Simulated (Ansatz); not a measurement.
# From the elastic tensor of Si at 5 GPa (stress–strain coefficients) to moduli and sound speeds

Level of theory: DFT PBE, scalar-relativistic, plane waves, PAW in Ansatz. Plane waves to 420 eV; Γ-centred k mesh 12×12×12; fixed occupations. No spin polarisation.

It takes space group Fd-3m (No. 227, cubic). Conventional cell: a = 5.379 Å, b = 5.379 Å, c = 5.379 Å, α = 90.00°, β = 90.00°, γ = 90.00°. Si (site symmetry -43m) is surrounded by 4 Si at 2.33 Å.

 The bands were filled as in an insulator; under compression the gap may have closed between mesh points.

Relaxed-ion constants (GPa, on the Cartesian axes of the calculation):
```
173.6  77.4  77.4   0.0   0.0   0.0
 77.4 173.6  77.4   0.0   0.0   0.0
 77.4  77.4 173.6   0.0   0.0   0.0
  0.0   0.0   0.0  77.2   0.0   0.0
  0.0   0.0   0.0   0.0  77.2   0.0
  0.0   0.0   0.0   0.0   0.0  77.2
```

Density 2.397 g/cm³; 2 atoms in 38.91 Å³.

The values that follow are for a polycrystal of randomly turned grains, by Hill's mean where one number stands.

With S = C⁻¹: B_V = (C11+C22+C33+2(C12+C13+C23))/9, G_V = (C11+C22+C33−C12−C13−C23+3(C44+C55+C66))/15, 1/B_R = S11+S22+S33+2(S12+S13+S23), 15/G_R = 4(S11+S22+S33−S12−S13−S23)+3(S44+S55+S66); Hill is their mean. Then v_l = √((B+4G/3)/ρ), v_t = √(G/ρ), v_m = [(2/v_t³+1/v_l³)/3]^(−1/3) and Θ = (ħ/k_B)·v_m·(6π²n/V)^(1/3) for n atoms in the volume V; E = 9BG/(3B+G), ν = (3B−2G)/(2(3B+G)) and A^U = 5G_V/G_R + B_V/B_R − 6.

| Item | Value |
| --- | --- |
| Bulk modulus, Voigt / Reuss / Hill | 109.5 / 109.5 / 109.5 GPa |
| Shear modulus, Voigt / Reuss / Hill | 65.5 / 62.1 / 63.8 GPa |
| Young's modulus | 160 GPa |
| Poisson ratio | 0.256 |
| Pugh ratio B/G | 1.71 |
| Universal anisotropy index | 0.27 |
| Longitudinal and transverse sound speeds | 9009 and 5161 m/s |
| Debye temperature from the mean sound speed | 635 K |

Cost: 1 run of about 1.2 core-minutes, on Arm Neoverse N1 (shared hosts).